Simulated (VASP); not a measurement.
InSe:

```
CELL_PARAMETERS angstrom
4.05614 0.00000 0.00000
-2.02807 3.51272 0.00000
0.00000 0.00000 16.74919
ATOMIC_POSITIONS crystal
In 0.00000 0.00000 0.58376
In 0.00000 0.00000 0.41624
In 0.33333 0.66667 0.91623
In 0.33333 0.66667 0.08377
Se 0.66667 0.33333 0.83921
Se 0.66667 0.33333 0.16079
Se 0.33333 0.66667 0.66068
Se 0.33333 0.66667 0.33932
```

Measurements of this composition are mostly on another form, of space group No. 160.

Base run:

| Item | Value |
| --- | --- |
| Program | VASP 6.6.1 |
| Functional | PBEsol |
| Potentials or basis | VASP PAW PBE potentials, release 64 (In_d, Se) |
| Cutoff | 520 eV |
| k mesh | 9 × 9 × 2 |
| Occupations | gaussian, width 0.03 eV |
| Spin | no spin polarisation |

Its results: band gap on the k mesh 0.16 eV, direct; pressure -1.4 GPa; largest force 0.237 eV/Å.

Question: After a change of settings the same cell gave: band gap on the k mesh 0.68 eV, direct; pressure -0.6 GPa; largest force 0.328 eV/Å. Which change was it?
A. functional from PBEsol to LDA; potentials or basis from VASP PAW PBE potentials, release 64 (In_d, Se) to VASP PAW LDA potentials, release 64 (In_d, Se)
B. k mesh from 9 × 9 × 2 to 6 × 6 × 1
C. further incar settings from ALGO = Normal; EDIFF = 1e-06 to ALGO = Normal; EDIFF = 1e-06; NBANDS = 62
D. functional from PBEsol to r2SCAN

Answer: D.

r2SCAN gives the wider gap, since meta-GGAs in the generalised Kohn-Sham scheme recover part of the derivative discontinuity.

Caveats: the PAW data sets were made with another functional, which shifts forces and pressure a little; spin-orbit coupling is left out, which moves the levels of the heavy elements; this functional lacks dispersion, which binds the layers, so the pressure and a relaxed spacing across them are unreliable (some runs).
